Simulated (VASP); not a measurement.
# GaAs (F-43m) in VASP: a series of runs, part 2 of 2

VASP 6.6.1. Earlier steps stand in the parts before.

### 4 G0W0 quasiparticle levels, PBE

The input, POSCAR:

```
GaAs
1.0
    0.0000000000      2.8268500000      2.8268500000
    2.8268500000      0.0000000000      2.8268500000
    2.8268500000      2.8268500000      0.0000000000
As Ga
1 1
Direct
    0.7500000000      0.7500000000      0.7500000000
    0.0000000000      0.0000000000      0.0000000000
```

The input, INCAR.step1:

```
PREC     = Accurate       # precision mode
ENCUT    = 450            # plane-wave cutoff, eV
EDIFF    = 1E-8           # SCF threshold, eV
ISMEAR   = 0              # smearing method
SIGMA    = 0.01           # smearing width, eV
LREAL    = False          # projectors in reciprocal space
LASPH    = True           # aspherical terms in the spheres
NELM     = 100            # most SCF steps
ALGO     = Normal         # electronic algorithm
LWAVE    = True           # write WAVECAR
LCHARG   = False          # write CHGCAR
GGA      = PE             # functional
```

The input, INCAR.step2:

```
PREC     = Accurate       # precision mode
ENCUT    = 450            # plane-wave cutoff, eV
EDIFF    = 1E-8           # SCF threshold, eV
ISMEAR   = 0              # smearing method
SIGMA    = 0.01           # smearing width, eV
LREAL    = False          # projectors in reciprocal space
LASPH    = True           # aspherical terms in the spheres
NELM     = 1              # most SCF steps
ALGO     = Exact          # electronic algorithm
LWAVE    = True           # write WAVECAR
LCHARG   = False          # write CHGCAR
GGA      = PE             # functional
NBANDS   = 189            # bands
LOPTICS  = True           # frequency-dependent dielectric function
ISTART   = 1
```

The input, INCAR.step3:

```
PREC     = Accurate       # precision mode
ENCUT    = 450            # plane-wave cutoff, eV
EDIFF    = 1E-8           # SCF threshold, eV
ISMEAR   = 0              # smearing method
SIGMA    = 0.01           # smearing width, eV
LREAL    = False          # projectors in reciprocal space
LASPH    = True           # aspherical terms in the spheres
ALGO     = EVGW0          # electronic algorithm
LWAVE    = False          # write WAVECAR
LCHARG   = False          # write CHGCAR
GGA      = PE             # functional
NELMGW   = 1            
NBANDS   = 189            # bands
ENCUTGW  = 50             # cutoff of the response function
NOMEGA   = 48             # frequency points
PRECFOCK = Fast         
ISTART   = 1            
NBANDSGW = 17
```

The input, KPOINTS:

```
regular mesh
0
Gamma
  3 3 3
```

Potentials or basis: VASP PAW PBE potentials, release 64 (As_GW, Ga_d_GW).

The run is started by

```console
$ cat potpaw_PBE.64/As_GW/POTCAR potpaw_PBE.64/Ga_d_GW/POTCAR > POTCAR
$ cp INCAR.step1 INCAR
$ mpirun -np 1 vasp_std > vasp.out
$ cp INCAR.step2 INCAR
$ mpirun -np 1 vasp_std > vasp.out
$ cp INCAR.step3 INCAR
$ mpirun -np 1 vasp_std > vasp.out
```

OUTCAR:

```text
PREC = Accurate
   ENCUT = 450
   EDIFF = 1E-8
   ISMEAR = 0
   LREAL = False
   LASPH = True
   GGA = PE
   NELMGW = 1
   ENCUTGW = 50
   PRECFOCK = Fast
   ISTART = 1

 Found      4 irreducible k-points:

 Following reciprocal coordinates:
            Coordinates               Weight
  0.000000  0.000000  0.000000      1.000000
  0.333333  0.000000  0.000000      8.000000
  0.333333  0.333333  0.000000      6.000000
 -0.333333  0.333333  0.000000     12.000000
   k-points           NKPTS =      4   k-points in BZ     NKDIM =     27   number of bands    NBANDS=    189
   number of dos      NEDOS =    301   number of ions     NIONS =      2
   total plane-waves  NPLWV =  21952
   dimension x,y,z NGX =    28 NGY =   28 NGZ =   28
   dimension x,y,z NGXF=    56 NGYF=   56 NGZF=   56
   ions per type =               1   1
   NGX,Y,Z   is equivalent  to a cutoff of  11.64, 11.64, 11.64 a.u.
   NGXF,Y,Z  is equivalent  to a cutoff of  23.29, 23.29, 23.29 a.u.
[... 32 lines left out ...]
  Fermi-wavevector in a.u.,A,eV,Ry     =   1.204628  2.276417 19.743799  1.451128
  Thomas-Fermi vector in A             =   2.340347
   LORBIT       =      0    0 simple, 1 ext, 2 COOP (PROOUT), +10 PAW based schemes
   GGA     = PE    functional components
   LHFCALC =     T    Hartree Fock is set to
   PRECFOCK=fast      Normal, Fast or Accurate (Low or Medium for compatibility)
   ENCUT4O =  -1.0   cutoff for four orbital integrals eV
   NKREDX  =     1    reduce k-point grid by
   NKREDY  =     1    reduce k-point grid by
   NKREDZ  =     1    reduce k-point grid by
   AEXX    =    1.0000 exact exchange contribution
   HFSCREEN=    0.0000 screening length (either q_TF or 0.3 A-1)
   HFSCREENC=   0.0000 screening length for correlation (either q_TF or 0.3 A-1)
   ENCUTFOCK=  -1.0 apply spherical cutoff to Coloumb kernel
   IVDW    =     0    specifies the selected vdW correction
   LEPSILON=     F    determine dielectric tensor
   LRPA    =     F    only Hartree local field effects (RPA)
   LRPAFORCE           =     F    calculate RPA forces
   ENCUTGW             =  50.0    cutoff for response function in eV
   ENCUTGWSOFT         =  40.0    soft cutoff for Coulomb kernel in GW response function in eV
   ENCUTLF             =  -1.0    cutoff for local field effects
   NELMGW              =     1    number of iterations in solving QP/BSE equation
   NELMHF              =     1    number of iterations in the inner HF iteration
   NKREDLFX            =     1    NKREDLFY  =   1   NKREDLFZ  =   1
 non-spin polarized calculation
 Gauss-broadening in eV      SIGMA  =   0.01
  energy-cutoff  :      450.00
  volume of cell :       45.18
 maximum number of plane-waves:      1002
  NGX = 16; NGY = 16; NGZ = 16
   NGX = 13   NGY = 13   NGZ = 13
 maximum number of plane-waves:        39
 NGX is ok and might be reduce to    10

 QP shifts <psi_nk| G(iteration)W_0 |psi_nk>: iteration 1
 for sc-GW calculations column KS-energies equals QP-energies in previous step
 and V_xc(KS)=  KS-energies - (<T + V_ion + V_H > + <T+V_H+V_ion>^1  + <V_x>^1)

 k-point   1 :       0.0000    0.0000    0.0000
  band No.  KS-energies  QP-energies   sigma(KS)   V_xc(KS)     V^pw_x(r,r')   Z            occupation Imag(sigma)

      1     -10.9657     -14.4418     -26.7767     -21.7143     -35.0608       0.6866       2.0000       0.3128
      2     -10.9657     -14.4418     -26.7767     -21.7143     -35.0608       0.6866       2.0000       0.3128
      3     -10.9657     -14.4418     -26.7767     -21.7143     -35.0608       0.6866       2.0000       0.3128
      4     -10.8902     -14.3876     -26.9049     -21.8111     -35.1533       0.6866       2.0000       0.2773
      5     -10.8902     -14.3876     -26.9049     -21.8111     -35.1533       0.6866       2.0000       0.2773
      6      -8.7612      -8.9723     -11.4288     -11.1299     -18.0691       0.7060       2.0000       1.1585
[... 59 lines left out ...]
      3     -10.9289     -14.4417     -26.8744     -21.7922     -35.1574       0.6912       2.0000       0.3078
      4     -10.8981     -14.3901     -26.8786     -21.7912     -35.1297       0.6864       2.0000       0.2781
      5     -10.8869     -14.3973     -26.9055     -21.8160     -35.1596       0.6897       2.0000       0.2762
      6      -6.4238      -6.6286     -12.5992     -12.3077     -18.5477       0.7024       2.0000       0.7906
[... 9 lines left out ...]
     16      18.2111      18.2562      -8.8917      -8.9499      -2.7256       0.7741       0.0000      -0.6740
     17      18.6244      18.4952      -8.4327      -8.2679      -2.3578       0.7842       0.0000      -0.6857
```

OUTCAR.step1:

```text
PREC = Accurate
   ENCUT = 450
   EDIFF = 1E-8
   ISMEAR = 0
   LREAL = False
[... 171 lines left out ...]
      4.24027      4.24027      4.24027        -0.000000      0.000000      0.000000
      0.00000      0.00000      0.00000         0.000000     -0.000000     -0.000000
 -----------------------------------------------------------------------------------
    total drift:                               -0.000017     -0.000017     -0.000016

  FREE ENERGIE OF THE ION-ELECTRON SYSTEM (eV)
  ---------------------------------------------------
  free  energy   TOTEN  =        -7.6601759853 eV

  energy  without entropy=       -7.6601759853  energy(sigma->0) =       -7.66017599
```

It took 38 s on 1 thread of Intel Xeon Platinum 8488C (Sapphire Rapids), shared host; peak memory 0.29 GiB.

The run converged, but some of its settings lie outside the range that counts as converged, so its numbers aren't taken as properties of the crystal.

What came out:

| Item | Value |
| --- | --- |
| Band gap on the k mesh, mean-field level | 0.49 eV, direct |
| Quasiparticle gap | 1.40 eV |
| Least direct quasiparticle gap | 1.40 eV |

Caveat: the k mesh is coarse (spacing up to 0.64 Å⁻¹), so the values aren't converged; the cutoff is under 1.25 times the usual one of these potentials, so pressure, stress and relaxed cells hold a basis-set (Pulay) error; bands, screening cutoff and mesh are small and nothing is extrapolated, so the quasiparticle values aren't converged.

### 5 G0W0 quasiparticle levels, PBE

POSCAR is that of step 4.

INCAR.step1 is that of step 4.

INCAR.step2 is that of step 4.

Changes to INCAR.step3 since step 4:

```diff
@@ -13,3 +13,3 @@
 NBANDS   = 189            # bands
-ENCUTGW  = 50             # cutoff of the response function
+ENCUTGW  = 75             # cutoff of the response function
 NOMEGA   = 48             # frequency points
```

KPOINTS is that of step 4.

Potentials or basis: VASP PAW PBE potentials, release 64 (As_GW, Ga_d_GW).

The run is started by

```console
$ cat potpaw_PBE.64/As_GW/POTCAR potpaw_PBE.64/Ga_d_GW/POTCAR > POTCAR
$ cp INCAR.step1 INCAR
$ mpirun -np 1 vasp_std > vasp.out
$ cp INCAR.step2 INCAR
$ mpirun -np 1 vasp_std > vasp.out
$ cp INCAR.step3 INCAR
$ mpirun -np 1 vasp_std > vasp.out
```

OUTCAR:

```text
PREC = Accurate
   ENCUT = 450
   EDIFF = 1E-8
   ISMEAR = 0
   LREAL = False
   LASPH = True
   GGA = PE
   NELMGW = 1
   ENCUTGW = 75
   PRECFOCK = Fast
   ISTART = 1

 Found      4 irreducible k-points:

 Following reciprocal coordinates:
            Coordinates               Weight
  0.000000  0.000000  0.000000      1.000000
  0.333333  0.000000  0.000000      8.000000
  0.333333  0.333333  0.000000      6.000000
 -0.333333  0.333333  0.000000     12.000000
   k-points           NKPTS =      4   k-points in BZ     NKDIM =     27   number of bands    NBANDS=    189
   number of dos      NEDOS =    301   number of ions     NIONS =      2
   total plane-waves  NPLWV =  21952
   dimension x,y,z NGX =    28 NGY =   28 NGZ =   28
   dimension x,y,z NGXF=    56 NGYF=   56 NGZF=   56
   ions per type =               1   1
   NGX,Y,Z   is equivalent  to a cutoff of  11.64, 11.64, 11.64 a.u.
   NGXF,Y,Z  is equivalent  to a cutoff of  23.29, 23.29, 23.29 a.u.
 SYSTEM =  unknown system
   PREC   = accura    normal or accurate (medium, high low for compatibility)
   ISTART =      1    job   : 0-new  1-cont  2-samecut
   ICHARG =      0    charge: 1-file 2-atom 10-const
   ISPIN  =      1    spin polarized calculation?
   LNONCOLLINEAR =      F non collinear calculations
   LSORBIT =      F    spin-orbit coupling
   LASPH  =      T    aspherical Exc in radial PAW
   ENCUT  =  450.0 eV  33.07 Ry    5.75 a.u.   6.91  6.91  6.91*2*pi/ulx,y,z
   NELM   =     60;   NELMIN=  2; NELMDL=  0     # of ELM steps
   EDIFF  = 0.1E-07   stopping-criterion for ELM
   LREAL  =      F    real-space projection
   EDIFFG = 0.1E-06   stopping-criterion for IOM
   NSW    =      0    number of steps for IOM
   IBRION =     -1    ionic relax: 0-MD 1-quasi-New 2-CG
   NFREE  =      0    steps in history (QN), initial steepest desc. (CG)
   ISIF   =      0    stress and relaxation
   ISYM   =      3    0-nonsym 1-usesym 2-fastsym
   POTIM  = 0.5000    time-step for ionic-motion
   TEBEG  =    0.0;   TEEND  =   0.0 temperature during run
   PSTRESS=    0.0 pullay stress
   NELECT =      18.0000    total number of electrons
   NUPDOWN=      -1.0000    fix difference up-down
   EMIN   =  10.00;   EMAX   =-10.00  energy-range for DOS
   EFERMI =   0.00;   METHOD = LEGACY
   ISMEAR =     0;   SIGMA  =   0.01  broadening in eV -4-tet -1-fermi 0-gaus
   EFERMI_NEDOS =   21; number of points for ismear=-14 and -15
   IALGO  =     38    algorithm
   IMIX   =      4    mixing-type and parameters
     AMIX     =   0.40;   BMIX     =  1.00
     AMIX_MAG =   1.60;   BMIX_MAG =  1.00
  volume/ion in A,a.u.               =      22.59       152.44
  Fermi-wavevector in a.u.,A,eV,Ry     =   1.204628  2.276417 19.743799  1.451128
  Thomas-Fermi vector in A             =   2.340347
   LORBIT       =      0    0 simple, 1 ext, 2 COOP (PROOUT), +10 PAW based schemes
   GGA     = PE    functional components
   LHFCALC =     T    Hartree Fock is set to
   PRECFOCK=fast      Normal, Fast or Accurate (Low or Medium for compatibility)
   ENCUT4O =  -1.0   cutoff for four orbital integrals eV
   NKREDX  =     1    reduce k-point grid by
   NKREDY  =     1    reduce k-point grid by
   NKREDZ  =     1    reduce k-point grid by
   AEXX    =    1.0000 exact exchange contribution
   HFSCREEN=    0.0000 screening length (either q_TF or 0.3 A-1)
   HFSCREENC=   0.0000 screening length for correlation (either q_TF or 0.3 A-1)
   ENCUTFOCK=  -1.0 apply spherical cutoff to Coloumb kernel
   IVDW    =     0    specifies the selected vdW correction
   LEPSILON=     F    determine dielectric tensor
   LRPA    =     F    only Hartree local field effects (RPA)
   LRPAFORCE           =     F    calculate RPA forces
   ENCUTGW             =  75.0    cutoff for response function in eV
   ENCUTGWSOFT         =  60.0    soft cutoff for Coulomb kernel in GW response function in eV
   ENCUTLF             =  -1.0    cutoff for local field effects
   NELMGW              =     1    number of iterations in solving QP/BSE equation
   NELMHF              =     1    number of iterations in the inner HF iteration
   NKREDLFX            =     1    NKREDLFY  =   1   NKREDLFZ  =   1
 non-spin polarized calculation
 Gauss-broadening in eV      SIGMA  =   0.01
  energy-cutoff  :      450.00
  volume of cell :       45.18
 maximum number of plane-waves:      1002
  NGX = 16; NGY = 16; NGZ = 16
   NGX = 13   NGY = 13   NGZ = 13
 maximum number of plane-waves:        72
 NGX is ok and might be reduce to    14

 QP shifts <psi_nk| G(iteration)W_0 |psi_nk>: iteration 1
 for sc-GW calculations column KS-energies equals QP-energies in previous step
 and V_xc(KS)=  KS-energies - (<T + V_ion + V_H > + <T+V_H+V_ion>^1  + <V_x>^1)

 k-point   1 :       0.0000    0.0000    0.0000
  band No.  KS-energies  QP-energies   sigma(KS)   V_xc(KS)     V^pw_x(r,r')   Z            occupation Imag(sigma)

      1     -10.9657     -13.9797     -26.0897     -21.7143     -35.0608       0.6888       2.0000       0.3124
      2     -10.9657     -13.9797     -26.0897     -21.7143     -35.0608       0.6888       2.0000       0.3124
      3     -10.9657     -13.9797     -26.0897     -21.7143     -35.0608       0.6888       2.0000       0.3124
      4     -10.8902     -13.9228     -26.2119     -21.8111     -35.1533       0.6891       2.0000       0.2787
      5     -10.8902     -13.9228     -26.2119     -21.8111     -35.1533       0.6891       2.0000       0.2787
      6      -8.7612      -9.1316     -11.6559     -11.1299     -18.0691       0.7041       2.0000       1.1469
[... 9 lines left out ...]
     16      14.0011      13.9463      -9.8865      -9.8151      -4.4893       0.7667       0.0000      -0.2756
     17      15.4490      15.1876      -7.9765      -7.6397      -2.1672       0.7760       0.0000      -0.4409
[... 46 lines left out ...]
      1     -11.0528     -13.9547     -25.5887     -21.3615     -34.5296       0.6865       2.0000       0.3418
      2     -10.9363     -13.9667     -26.1563     -21.7636     -35.1198       0.6899       2.0000       0.3017
      3     -10.9289     -13.9719     -26.1830     -21.7922     -35.1574       0.6930       2.0000       0.3073
      4     -10.8981     -13.9256     -26.1871     -21.7912     -35.1297       0.6887       2.0000       0.2788
      5     -10.8869     -13.9285     -26.2129     -21.8160     -35.1596       0.6918       2.0000       0.2768
      6      -6.4238      -6.7848     -12.8219     -12.3077     -18.5477       0.7019       2.0000       0.7856
[... 9 lines left out ...]
     16      18.2111      18.1647      -9.0100      -8.9499      -2.7256       0.7728       0.0000      -0.6621
     17      18.6244      18.4476      -8.4934      -8.2679      -2.3578       0.7842       0.0000      -0.6695
```

OUTCAR.step1:

```text
PREC = Accurate
   ENCUT = 450
   EDIFF = 1E-8
   ISMEAR = 0
   LREAL = False
[... 171 lines left out ...]
      4.24027      4.24027      4.24027        -0.000000      0.000000      0.000000
      0.00000      0.00000      0.00000         0.000000     -0.000000     -0.000000
 -----------------------------------------------------------------------------------
    total drift:                               -0.000017     -0.000017     -0.000016

  FREE ENERGIE OF THE ION-ELECTRON SYSTEM (eV)
  ---------------------------------------------------
  free  energy   TOTEN  =        -7.6601759853 eV

  energy  without entropy=       -7.6601759853  energy(sigma->0) =       -7.66017599
```

It took 39 s on 1 thread of Intel Xeon Platinum 8488C (Sapphire Rapids), shared host; peak memory 0.29 GiB.

These settings aren't checked as converged: the numbers below hold their error.

Results:

```yaml
Band_gap_on_the_k_mesh_mean-field_level: 0.49 eV, direct
Quasiparticle_gap: 1.41 eV
Least_direct_quasiparticle_gap: 1.41 eV
```

Caveat: the k mesh is coarse (spacing up to 0.64 Å⁻¹), so the values aren't converged; the cutoff is under 1.25 times the usual one of these potentials, so pressure, stress and relaxed cells hold a basis-set (Pulay) error; bands, screening cutoff and mesh are small and nothing is extrapolated, so the quasiparticle values aren't converged.

### 6 The reference run

An earlier run on the cell as given: functional PBEsol; potentials or basis VASP PAW PBE potentials, release 64 (As, Ga_d); cutoff 520 eV; k mesh 8 × 8 × 8; occupations fermi-dirac, width 0.05 eV; no spin polarisation.

* Pressure: 0.3 GPa
* Band gap on the k mesh: 0.46 eV, direct
